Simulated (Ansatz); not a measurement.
**Ti: a jump of Si**

Level of theory: DFT PBE, scalar-relativistic, plane waves, PAW (Ansatz 0.2.0). (420 eV cutoff, 4×4×4 k-mesh, shifted by half a step, Gaussian smearing of 0.10 eV, no spin polarisation)

In a supercell of 16 host sites, Si trades places with a neighbouring Ti vacancy, moving 3.01 Å between the relaxed ends. Climbing-image nudged elastic band at fixed cell with images 0 (start) to 6 (end), the path measured over all atoms, converged to 0.05 eV/Å; the order of the saddle wasn't checked, and the small cell leaves errors of about a tenth of an eV.

Start:

```yaml
crystal:
  lattice:
    - [-4.11204, -4.11204, -4.11204]
    - [-4.11204, 4.11204, 4.11204]
    - [4.11204, 4.11204, -4.11204]
  atoms:
    - { symbol: Si, position: [0.75426, 0.00000, 0.24574] }
    - { symbol: Ti, position: [0.24294, 0.00000, 0.75706] }
    - { symbol: Ti, position: [0.75980, 0.51366, 0.75386] }
    - { symbol: Ti, position: [0.75995, 0.24896, 0.01821] }
    - { symbol: Ti, position: [0.50641, 0.24787, 0.24769] }
    - { symbol: Ti, position: [0.23075, 0.24896, 0.48901] }
    - { symbol: Ti, position: [0.00018, 0.24787, 0.74146] }
    - { symbol: Ti, position: [0.99593, 0.00000, 0.00407] }
    - { symbol: Ti, position: [0.75231, 0.75213, 0.49359] }
    - { symbol: Ti, position: [0.51099, 0.75104, 0.76925] }
    - { symbol: Ti, position: [0.50355, 0.50709, 0.00354] }
    - { symbol: Ti, position: [0.24614, 0.48634, 0.24020] }
    - { symbol: Ti, position: [0.99646, 0.49291, 0.49645] }
    - { symbol: Ti, position: [0.25854, 0.75213, 0.99982] }
    - { symbol: Ti, position: [0.98179, 0.75104, 0.24005] }
```

Atom 1 jumps to (0.035, 0.035, -4.112) Å.

(1) Give the energy along the band and the structure at its top.

## Answers

(1)
| image | path (Å) | E − E(0) (eV) | Si x (Å) | Si y (Å) | Si z (Å) | force on Si (eV/Å) |
| --- | --- | --- | --- | --- | --- | --- |
| 0 | 0.00 | 0.000 | -2.091 | -2.091 | -4.112 | 0.01 |
| 1 | 0.55 | 0.349 | -1.784 | -1.784 | -4.112 | 1.21 |
| 2 | 1.11 | 1.108 | -1.402 | -1.402 | -4.112 | 1.00 |
| 3 | 1.66 | 1.432 | -1.028 | -1.028 | -4.112 | 0.00 |
| 4 | 2.22 | 1.108 | -0.654 | -0.654 | -4.112 | 1.00 |
| 5 | 2.77 | 0.349 | -0.272 | -0.272 | -4.112 | 1.21 |
| 6 | 3.32 | 0.000 | 0.035 | 0.035 | -4.112 | 0.01 |

Barrier 1.43 eV. Image 3:
```yaml
crystal:
  lattice:
    - [-4.11204, -4.11204, -4.11204]
    - [-4.11204, 4.11204, 4.11204]
    - [4.11204, 4.11204, -4.11204]
  atoms:
    - { symbol: Si, position: [0.62500, 0.00000, 0.37500] }
    - { symbol: Ti, position: [0.25117, 0.00000, 0.74883] }
    - { symbol: Ti, position: [0.73718, 0.47874, 0.74155] }
    - { symbol: Ti, position: [0.75280, 0.25561, 0.00280] }
    - { symbol: Ti, position: [0.48132, 0.25284, 0.23132] }
    - { symbol: Ti, position: [0.25280, 0.25561, 0.50280] }
    - { symbol: Ti, position: [0.02152, 0.25284, 0.77152] }
    - { symbol: Ti, position: [0.99883, 0.00000, 0.00117] }
    - { symbol: Ti, position: [0.76868, 0.74716, 0.51868] }
    - { symbol: Ti, position: [0.49720, 0.74439, 0.74720] }
    - { symbol: Ti, position: [0.51282, 0.52126, 0.00845] }
    - { symbol: Ti, position: [0.25845, 0.52126, 0.26282] }
    - { symbol: Ti, position: [0.99155, 0.47874, 0.48718] }
    - { symbol: Ti, position: [0.22848, 0.74716, 0.97848] }
    - { symbol: Ti, position: [0.99720, 0.74439, 0.24720] }
```

Cost: 1 run of about 32 core-minutes, on Intel Xeon Platinum 8375C (Ice Lake) (shared hosts).